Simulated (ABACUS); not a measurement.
Set up this calculation in ABACUS 3.10.1, as an ASE script.

| Quantity | Value |
| --- | --- |
| Task | single point |
| Functional | LDA |
| Potentials or basis | PseudoDojo NC SR 0.4.1 LDA stringent |
| Cutoff | 1143 eV |
| Density cutoff | 4572 eV |
| Basis | plane waves |
| k mesh | 10 × 10 × 10 |
| Occupations | fermi-dirac, width 0.05 eV |
| Spin | collinear spin, ferromagnetic start |
| Starting moments | [2.0] μB |
| Radial cutoff of the potentials (pseudo_rcut) | 10 bohr |
| SCF threshold on the density | 1e-08 |
| Max SCF steps | 100 |
| Eigensolver | dav |
| Mixing | broyden |
| Mixing share | 0.4 |
| Symmetry key | 1 |

The structure of V lies in V.cif:

```cif
data_V
_cell_length_a 3.02870000
_cell_length_b 3.02870000
_cell_length_c 3.02870000
_cell_angle_alpha 90.00000000
_cell_angle_beta 90.00000000
_cell_angle_gamma 90.00000000
_space_group_name_H-M_alt 'Im-3m'
_space_group_name_Hall '-I 4 2 3'
_space_group_IT_number 229
loop_
_space_group_symop_operation_xyz
'x,y,z'
'-x,-y,-z'
'-y,x,z'
'y,-x,-z'
'-x,-y,z'
'x,y,-z'
'y,-x,z'
'-y,x,-z'
'x,-y,-z'
'-x,y,z'
'-y,-x,-z'
'y,x,z'
'-x,y,-z'
'x,-y,z'
'y,x,-z'
'-y,-x,z'
'z,x,y'
'-z,-x,-y'
'z,-y,x'
'-z,y,-x'
'z,-x,-y'
'-z,x,y'
'z,y,-x'
'-z,-y,x'
'-z,x,-y'
'z,-x,y'
'-z,-y,-x'
'z,y,x'
'-z,-x,y'
'z,x,-y'
'-z,y,x'
'z,-y,-x'
'y,z,x'
'-y,-z,-x'
'x,z,-y'
'-x,-z,y'
'-y,z,-x'
'y,-z,x'
'-x,z,y'
'x,-z,-y'
'-y,-z,x'
'y,z,-x'
'-x,-z,-y'
'x,z,y'
'y,-z,-x'
'-y,z,x'
'x,-z,y'
'-x,z,-y'
'x+1/2,y+1/2,z+1/2'
'-x+1/2,-y+1/2,-z+1/2'
'-y+1/2,x+1/2,z+1/2'
'y+1/2,-x+1/2,-z+1/2'
'-x+1/2,-y+1/2,z+1/2'
'x+1/2,y+1/2,-z+1/2'
'y+1/2,-x+1/2,z+1/2'
'-y+1/2,x+1/2,-z+1/2'
'x+1/2,-y+1/2,-z+1/2'
'-x+1/2,y+1/2,z+1/2'
'-y+1/2,-x+1/2,-z+1/2'
'y+1/2,x+1/2,z+1/2'
'-x+1/2,y+1/2,-z+1/2'
'x+1/2,-y+1/2,z+1/2'
'y+1/2,x+1/2,-z+1/2'
'-y+1/2,-x+1/2,z+1/2'
'z+1/2,x+1/2,y+1/2'
'-z+1/2,-x+1/2,-y+1/2'
'z+1/2,-y+1/2,x+1/2'
'-z+1/2,y+1/2,-x+1/2'
'z+1/2,-x+1/2,-y+1/2'
'-z+1/2,x+1/2,y+1/2'
'z+1/2,y+1/2,-x+1/2'
'-z+1/2,-y+1/2,x+1/2'
'-z+1/2,x+1/2,-y+1/2'
'z+1/2,-x+1/2,y+1/2'
'-z+1/2,-y+1/2,-x+1/2'
'z+1/2,y+1/2,x+1/2'
'-z+1/2,-x+1/2,y+1/2'
'z+1/2,x+1/2,-y+1/2'
'-z+1/2,y+1/2,x+1/2'
'z+1/2,-y+1/2,-x+1/2'
'y+1/2,z+1/2,x+1/2'
'-y+1/2,-z+1/2,-x+1/2'
'x+1/2,z+1/2,-y+1/2'
'-x+1/2,-z+1/2,y+1/2'
'-y+1/2,z+1/2,-x+1/2'
'y+1/2,-z+1/2,x+1/2'
'-x+1/2,z+1/2,y+1/2'
'x+1/2,-z+1/2,-y+1/2'
'-y+1/2,-z+1/2,x+1/2'
'y+1/2,z+1/2,-x+1/2'
'-x+1/2,-z+1/2,-y+1/2'
'x+1/2,z+1/2,y+1/2'
'y+1/2,-z+1/2,-x+1/2'
'-y+1/2,z+1/2,x+1/2'
'x+1/2,-z+1/2,y+1/2'
'-x+1/2,z+1/2,-y+1/2'
loop_
_atom_site_label
_atom_site_type_symbol
_atom_site_symmetry_multiplicity
_atom_site_Wyckoff_symbol
_atom_site_fract_x
_atom_site_fract_y
_atom_site_fract_z
_atom_site_occupancy
V1 V 2 a 0.0000000000 0.0000000000 0.0000000000 1
```

These files were run (other wordings do the same):

run_abacus.py

```python
"""ABACUS run from a structure file: ASE reads it, the script writes STRU, KPT and INPUT."""
import re
import subprocess
import spglib
from ase import Atoms
from ase.io import read
from ase.units import Bohr

atoms = read("V.cif")
cell, frac, numbers = spglib.standardize_cell((atoms.cell[:], atoms.get_scaled_positions(), atoms.numbers), to_primitive=True, symprec=1e-4)
atoms = Atoms(numbers=numbers, cell=cell, scaled_positions=frac, pbc=True)  # the primitive cell
atoms = atoms[(-atoms.numbers).argsort(kind="stable")]  # ABACUS lists atoms element by element
pseudo = {'V': 'V.upf'}
orbital = {}
magmoms = [2.0]
kmesh = [10, 10, 10]
params = {
    'suffix': 'V',
    'calculation': 'scf',
    'basis_type': 'pw',
    'pseudo_dir': './',
    'symmetry': 1,
    'dft_functional': 'pz',
    'ecutwfc': 84,
    'pseudo_rcut': 10,
    'nspin': 2,
    'nbands': 18,
    'ks_solver': 'dav',
    'smearing_method': 'fd',
    'smearing_sigma': 0.00367493,
    'scf_thr': 1e-08,
    'scf_nmax': 100,
    'mixing_type': 'broyden',
    'mixing_beta': 0.4,
    'cal_force': 1,
    'cal_stress': 1,
    'out_chg': 1,
    'out_pot': 2,
    'out_elf': 1,
}

symbols = atoms.get_chemical_symbols()
elements = list(dict.fromkeys(symbols))
lines = ["ATOMIC_SPECIES"] + [f"{e} {atoms.get_masses()[symbols.index(e)]:.4f} {pseudo[e]}" for e in elements]
if orbital:
    lines += ["", "NUMERICAL_ORBITAL"] + [orbital[e] for e in elements]
lines += ["", "LATTICE_CONSTANT", f"{1 / Bohr:.10f}", "", "LATTICE_VECTORS"]
lines += [" ".join(f"{x:.10f}" for x in v) for v in atoms.cell]
lines += ["", "ATOMIC_POSITIONS", "Direct"]
for e in elements:
    lines += ["", e, "0.0", str(symbols.count(e))]
    for i, p in enumerate(atoms.get_scaled_positions(wrap=False)):
        if symbols[i] == e:
            mag = "" if magmoms is None else " mag " + " ".join(str(x) for x in (magmoms[i] if isinstance(magmoms[i], list) else [magmoms[i]]))
            lines.append(" ".join(f"{x:.10f}" for x in p) + " 1 1 1" + mag)
open("STRU", "w").write("\n".join(lines) + "\n")
open("KPT", "w").write("K_POINTS\n0\nGamma\n%d %d %d 0 0 0\n" % tuple(kmesh))
open("INPUT", "w").write("INPUT_PARAMETERS\n" + "".join(f"{k:<20s}{v}\n" for k, v in params.items()))

done = subprocess.run(['mpirun', '-np', '4', 'abacus'])
if done.returncode:
    raise SystemExit(done.returncode)
log = open("OUT.V/running_scf.log").read()
print("final energy (eV):", re.findall(r"FINAL_ETOT_IS (\S+)", log))
```

Potentials or basis: PseudoDojo NC SR 0.4.1 LDA stringent, plane waves.

Launch:

```console
$ OMP_NUM_THREADS=1 python run_abacus.py > log
```

It gave:

- Pressure: -16.7 GPa
- Band gap on the k mesh: none (metal or under the smearing width)
- Net moment: 0.00 μB per cell
- Absolute moment: 0.00 μB per cell

Caveat: so large a pressure means that the cell lies far from this level's equilibrium, or that cutoff or potentials fall short.

It took 23 s on 4 MPI ranks on Intel(R) Xeon(R) Platinum 8259CL CPU @ 2.50GHz (Skylake/Cascade Lake), with other jobs on the host, peak memory 0.36 GiB a rank.
